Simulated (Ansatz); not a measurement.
# HgTe (Coloradoite) (F-43m) in Ansatz: notebook

One crystal, HgTe (Coloradoite), is run at these levels: PBE; tasks: single point.

All numbers are computed with Ansatz 0.2.0; they aren't measurements. Logs are shortened: lines on timing, memory, paths and dates and some standing lists are left out, and cuts for length are marked.

## Step 1: Starting point

The structure is cubic, space group F-43m (No. 216). The conventional cell has a = 6.429 Å, b = 6.429 Å, c = 6.429 Å, α = 90.00°, β = 90.00°, γ = 90.00°. Hg (site symmetry -43m) is surrounded by 4 Te at 2.78 Å. Around Te (site symmetry -43m) lie 4 Hg at 2.78 Å.

## Step 2: Single point, PBE

input.yaml

```yaml
crystal:
  lattice:
    - [0.0, 3.2145, 3.2145]
    - [3.2145, 0.0, 3.2145]
    - [3.2145, 3.2145, 0.0]
  atoms:
    - { symbol: Hg, position: [0.0, 0.0, 0.0] }
    - { symbol: Te, position: [0.75, 0.75, 0.75] }
kpoints:
  mp_grid: { grid: [5, 5, 5] }
scf:
  occupations: { method: fermi_dirac, width: 0.04 }
hamiltonian:
  xc: pbe
  pseudopotentials: { kind: all_electron, lapw: { basis_error: 0.004 } }
output:
  forces: true
  stress: true
  eigenvalues: true
```

Potentials or basis: all-electron LAPW, scalar-relativistic.

Command:

```sh
ansatz run input.yaml --threads 1 --pin off --max-ram 3072MiB --backend cpu --events-out ev --progress --plain --runs-dir out
```

The log of the run:

```text
Warning: RAYON_NUM_THREADS=1 ignored (pool sized by the plan → 1); use --threads N
LAPW: plane waves up to 7.657 Å⁻¹, error target 4.0e-3 eV per atom; small_component_spin mean_spin; Te in spheres of 1.369 Å, 24 of its electrons in bands, Dirac shells []; Hg in spheres of 1.415 Å, 34 of its electrons in bands, Dirac shells [] (how accurate: hamiltonian.pseudopotentials.lapw.basis_error, Limitations)
Engine: ansatz 0.2.0, aarch64-unknown-linux-gnu
Pseudopotentials: kind: all_electron
Pseudopotential: Hg, LAPW, valence charge 34, lapw/all_electron/scalar/gaussian/Hg, Koelling and Harmon's equation, gaussian nucleus
Pseudopotential: Te, LAPW, valence charge 24, lapw/all_electron/scalar/gaussian/Te, Koelling and Harmon's equation, gaussian nucleus
Functional definition: PBE
  parameter kappa = 0.804
  parameter beta = 0.06672455060314922
  exchange = pbe_x(kappa = kappa, mu = beta*pi^2/3)
  correlation = pbe_c(beta = beta)
Crystal: 2 atoms, lattice volume = 66.431 Å³
Basis set: ecut = 223.34906367630936 eV, 531 PW (Γ), exchange–correlation at level 2
Bands: 35, of which v1, the nominal top of the filled ones, is band 29 counted from 1 (28 counted from 0)
Symmetry: 24 space group operations
Space group: F-43m (ITA 216), of the structure as read, at distance tolerance 4.1e-5 Å
k-points: 10 of 125 (time reversal used)
Non-local potential: Hg, projectors of the file, none
Non-local potential: Te, projectors of the file, none
Initial density: superposition of atomic densities (chi_scale 0.1, normalization cell, long waves kept (reshape's long-wave potential 0.00 eV rms))
Initial wavefunctions: plane waves of lowest kinetic energy (no species holds an atomic orbital)
Functional: x = pbe(κ = 0.804, μ = 0.2195149727645171), c = pbe(β = 0.06672455060314922)
iter 1 solved again at ethr=7.39e-4 eV; its pass at ethr=1.00e-1 eV (dr2=4.29e-1 eV) is discarded
SCF iter   1: F=—  HF=-718714.651072 eV  |F-HF|=—  |Δ(HF+E_count)|=         —  Δρ=1.88e-2  dr2=4.30e-1  ethr=7.39e-4  ⟨swp⟩=2.1  Hψ=2236  notcnv=0
preconditioner: auto → none  [insulator: Δε(μ)=0.907 eV  Ē_g=11.690 eV  σ=0.040 eV  W_gap=0.67  n_scr=14 (ndim 8)  ℏωp=19.3 eV  f_vac=0.279  D(μ)=0.27/eV (n_scr^D=0)  ε∞_Penn≈3.7]
iter 2 solved again at ethr=4.99e-5 eV; its pass at ethr=7.39e-4 eV (dr2=2.90e-2 eV) is discarded
SCF iter   2: F=—  HF=-718714.467709 eV  |F-HF|=—  |Δ(HF+E_count)|=   1.83e-1  Δρ=6.09e-3  dr2=2.90e-2  ethr=4.99e-5  ⟨swp⟩=2.0  Hψ=1814  notcnv=0
SCF iter   3: F=—  HF=-718714.432569 eV  |F-HF|=—  |Δ(HF+E_count)|=   3.51e-2  Δρ=3.69e-3  dr2=7.31e-3  ethr=4.99e-5  ⟨swp⟩=2.9  Hψ=1100  notcnv=0
SCF iter   4: F=—  HF=-718714.432888 eV  |F-HF|=—  |Δ(HF+E_count)|=   3.19e-4  Δρ=9.40e-4  dr2=4.67e-4  ethr=1.26e-5  ⟨swp⟩=2.0  Hψ=1011  notcnv=0
SCF iter   5: F=—  HF=-718714.432961 eV  |F-HF|=—  |Δ(HF+E_count)|=   7.31e-5  Δρ=1.32e-4  dr2=7.74e-6  ethr=8.05e-7  ⟨swp⟩=2.4  Hψ=1019  notcnv=0
SCF iter   6: F=—  HF=-718714.432972 eV  |F-HF|=—  |Δ(HF+E_count)|=   1.15e-5  Δρ=2.70e-5  dr2=4.64e-7  ethr=1.34e-8  ⟨swp⟩=3.0  Hψ=1041  notcnv=0
SCF iter   7: F=-718714.432974 eV  HF=-718714.432973 eV  |F-HF|=8.88e-8  |Δ(HF+E_count)|=   1.07e-6  Δρ=7.47e-6  dr2=3.08e-8  ethr=8.01e-10  ⟨swp⟩=3.0  Hψ=1083  notcnv=0
SCF 1 converged in 7 iterations: F = -718714.432974 eV  dr2 = 3.08e-8
SCF converged after 7 iterations
Free energy (F): -718714.432974 eV
Harris-Foulkes:  -718714.432973 eV  (|F-HF|=8.88e-8)
Internal energy: -718714.431749 eV  (E = F + TS)
E sigma→0 (E₀):  -718714.432361 eV
Entropy (-TS):   -0.001224 eV (-0.612 meV/atom)
Fermi energy:    11.179067 eV
--- Per-component energies (eV) ---
  E_band       = -2718.014641
  E_kinetic    = 805990.059121
  E_xc         = -14927.739363
  E_electrostatic = -1509776.751507  (all electrons and nuclei)
  E_smearing   = -0.001224  (= −TS)
  E_closure    = 0.000000  (closes the sum)
  E_atoms      = -718710.908198  (free atoms, spherical and without spin; not in F)
  Σ components = -718714.432974   (vs F -718714.432974, Δ=0.00e0)
  Basis errors (estimates in eV, not in F): energy 1.6e-3 per atom: plane waves 1.5e-3 (9.3e-4 summed), levels above the bands 2.0e-93, relativity 2.1e-7, radial functions 6.4e-5, core shells 4.1e-6; eigenvalues (radial functions only) 3.7e-6; not estimated: angular momenta, meshes, grids; target (lapw.basis_error) 4.0e-3; muffin-tin radii Te 1.369 Å, Hg 1.415 Å
--- Forces (eV/Å), atoms counted from 1 ---
  atom   1  Hg     0.00000000    -0.00000000     0.00000000
  atom   2  Te    -0.00000000     0.00000000     0.00000000
  max |Σ_I F_I| component: 1.85e-17 eV/Å
--- Stress (GPa, compression-positive) ---
        4.715692      -0.000000      -0.000000
       -0.000000       4.715692       0.000000
       -0.000000       0.000000       4.715692
  P = ⅓ Tr σ = 4.7157 GPa (47.157 kbar)
--- Band table (eV; the first three rows and the last of 10) ---
  k-point 0: bands = ["-148.2405", "-103.8406", "-98.2798", "-98.2798", "-98.2798", "-81.7868", "-81.7868", "-81.7868", "-81.7857", "-81.7857", "-81.7857", "-81.7844", "-52.2942", "-52.2942", "-52.2942", "-25.6178", "-25.6178", "-25.6178", "-25.6089", "-25.6089", "-0.9502", "3.6952", "3.6952", "3.6952", "4.2432", "4.2432", "10.4681", "11.1513", "11.1513", "11.1513", "15.3615", "15.3615", "15.3615", "17.6156", "20.8754"]
  k-point 1: bands = ["-148.2405", "-103.8406", "-98.2798", "-98.2798", "-98.2798", "-81.7868", "-81.7868", "-81.7868", "-81.7857", "-81.7857", "-81.7857", "-81.7844", "-52.2943", "-52.2942", "-52.2942", "-25.6179", "-25.6177", "-25.6177", "-25.6089", "-25.6089", "-0.7582", "3.7462", "3.7462", "3.7841", "4.2402", "4.2402", "8.3646", "10.7472", "10.7472", "12.0269", "15.6354", "15.8614", "15.8614", "18.9991", "19.6923"]
  k-point 2: bands = ["-148.2405", "-103.8406", "-98.2798", "-98.2798", "-98.2798", "-81.7868", "-81.7868", "-81.7868", "-81.7857", "-81.7857", "-81.7857", "-81.7844", "-52.2943", "-52.2942", "-52.2942", "-25.6181", "-25.6175", "-25.6175", "-25.6087", "-25.6087", "-0.4191", "3.8138", "3.8138", "4.2584", "4.2584", "4.2783", "6.1000", "10.2138", "10.2138", "11.9005", "16.1826", "16.1826", "17.7039", "18.6778", "20.6116"]
  k-point 9: bands = ["-148.2405", "-103.8406", "-98.2798", "-98.2798", "-98.2798", "-81.7868", "-81.7868", "-81.7868", "-81.7857", "-81.7857", "-81.7857", "-81.7844", "-52.2943", "-52.2943", "-52.2943", "-25.6182", "-25.6177", "-25.6173", "-25.6089", "-25.6086", "-0.2046", "3.9087", "3.9370", "4.1416", "4.2521", "4.6481", "5.8540", "8.3561", "9.0484", "14.0127", "15.3725", "16.2956", "18.5516", "19.5211", "21.2939"]
```

Wall time 7.5 s (1 thread of Arm Neoverse V1, shared host); peak memory 0.25 GiB.

Results:

```yaml
Free_energy: -718714.4330 eV
Pressure: 4.7 GPa
Band_gap_on_the_k_mesh: none (metal or under the smearing width)
```

Levels at points of the mesh, in eV from the Fermi level:
| k point | band 26 | band 27 | band 28 | band 29 | band 30 | band 31 | band 32 | band 33 |
| --- | --- | --- | --- | --- | --- | --- | --- | --- |
| (0.00, 0.00, 0.00) | -6.94 | -0.71 | -0.03 | -0.03 | -0.03 | 4.18 | 4.18 | 4.18 |

Caveat: the k mesh is thin for a metal, which can move the energy by tens of meV per atom. Spin-orbit coupling is left out, which matters for the levels of Hg, Te.

## Step 3: Single point, PBE

input.yaml

```yaml
crystal:
  lattice:
    - [0.0, 3.2145, 3.2145]
    - [3.2145, 0.0, 3.2145]
    - [3.2145, 3.2145, 0.0]
  atoms:
    - { symbol: Hg, position: [0.0, 0.0, 0.0] }
    - { symbol: Te, position: [0.75, 0.75, 0.75] }
kpoints:
  mp_grid: { grid: [7, 7, 7] }
scf:
  occupations: { method: gaussian, width: 0.018 }
hamiltonian:
  xc: pbe
  pseudopotentials: { kind: all_electron, lapw: { basis_error: 0.001 } }
output:
  forces: true
  stress: true
  eigenvalues: true
```

Potentials or basis: all-electron LAPW, scalar-relativistic.

Command:

```sh
ansatz run input.yaml --threads 1 --pin off --max-ram 3072MiB --backend cpu --events-out ev --progress --plain --runs-dir out
```

Wall time 20 s (1 thread of Arm Neoverse V1, shared host); peak memory 0.31 GiB.

It converged, with:

- Free energy: -718714.4620 eV
- Pressure: 4.6 GPa
- Band gap on the k mesh: none (metal or under the smearing width)

Levels at points of the mesh, in eV from the Fermi level:
```tsv
k point	band 30	band 31	band 32	band 33	band 34	band 35	band 36	band 37	band 38	band 39
(0.00, 0.00, 0.00)	-6.90	-6.90	-0.68	-0.01	-0.01	-0.01	4.21	4.21	4.21	6.46
```

The run has no spin-orbit coupling, so splittings on Hg, Te are missing.

## Step 4: Single point, PBE

Changes to input.yaml since step 3:

```diff
@@ -11,3 +11,3 @@
 scf:
-  occupations: { method: gaussian, width: 0.018 }
+  occupations: { method: gaussian, width: 0.011 }
 hamiltonian:
```

Command:

```sh
ansatz run input.yaml --threads 1 --pin off --max-ram 3072MiB --backend cpu --events-out ev --progress --plain --runs-dir out
```

Run time: 20 s. Hardware: 1 thread of Arm Neoverse V1, shared host; peak memory 0.31 GiB.

It converged, with:

* Free energy: -718714.4619 eV
* Pressure: 4.6 GPa
* Band gap on the k mesh: none (metal or under the smearing width)

Levels at points of the mesh, in eV from the Fermi level:
| k point | band 30 | band 31 | band 32 | band 33 | band 34 | band 35 | band 36 | band 37 | band 38 | band 39 |
| --- | --- | --- | --- | --- | --- | --- | --- | --- | --- | --- |
| (0.00, 0.00, 0.00) | -6.90 | -6.90 | -0.68 | 0.00 | 0.00 | 0.00 | 4.21 | 4.21 | 4.21 | 6.46 |

## Step 5: Summary

| k mesh | cutoff (eV) | smearing | basis error allowed | gap on the mesh (eV) | pressure (GPa) |
| --- | --- | --- | --- | --- | --- |
| 5 × 5 × 5 | 223 | fermi-dirac 0.04 eV | 0.004 eV/atom | none | 4.7 |
| 7 × 7 × 7 | 262 | gaussian 0.018 eV | 0.001 eV/atom | none | 4.6 |
| 7 × 7 × 7 | 262 | gaussian 0.011 eV | 0.001 eV/atom | none | 4.6 |

Alike in all rows: task single point; level PBE; potentials or basis all-electron LAPW, scalar-relativistic; no spin polarisation; cell as given.

Every run on the cell as given and a fine mesh finds a metal.

Caveats: the k mesh is thin for a metal, which can move the energy by tens of meV per atom (some runs).

Compare energies only between runs with the same functional and basis.
